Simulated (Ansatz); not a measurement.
Sb:

```
CELL_PARAMETERS angstrom
0.00000 2.37124 2.37124
2.37124 0.00000 2.37124
2.37124 2.37124 0.00000
ATOMIC_POSITIONS crystal
Sb 0.00000 0.00000 0.00000
```

This isn't the form of Sb at room conditions, which is rhombohedral.

```yaml
Program: Ansatz 0.2.0
Task: relaxation of cell and atoms
Functional: PBE
Dispersion: D4
Potentials_or_basis: Ansatz PAW
Cutoff: "420 eV (not typed: the program's choice for these potentials)"
k_mesh: 10 × 10 × 10
Occupations: fermi-dirac, width 0.05 eV
Spin: no spin polarisation
```

At the start: volume 26.67 Å³/atom.

Q: Where does the relaxation end?

A: It ends after 4 steps and the volume is 26.11 Å³/atom (-2.1 %); space group Fm-3m (No. 225, to 0.05 Å).

The path:
| step | energy change (eV) | largest force (eV/Å) | volume (Å³) |
| --- | --- | --- | --- |
| 1 | 0.0000 | 0.0000 | 26.67 |
| 2 | -0.0022 | 0.0000 | 25.94 |
| 3 | -0.0024 | 0.0000 | 26.11 |
| 4 | -0.0022 | 0.0000 | 26.11 |

Final structure:
```
Sb
1.0
     0.00000    2.35467    2.35467
     2.35467    0.00000    2.35467
     2.35467    2.35467    0.00000
Sb
1
Cartesian
  0.0000 0.0000 0.0000
```

Caveat: the plane-wave basis is chosen anew once the cell has moved, so the energies of steps on either side of that aren't comparable; pairwise dispersion overbinds metals, which lowers pressure and volume.
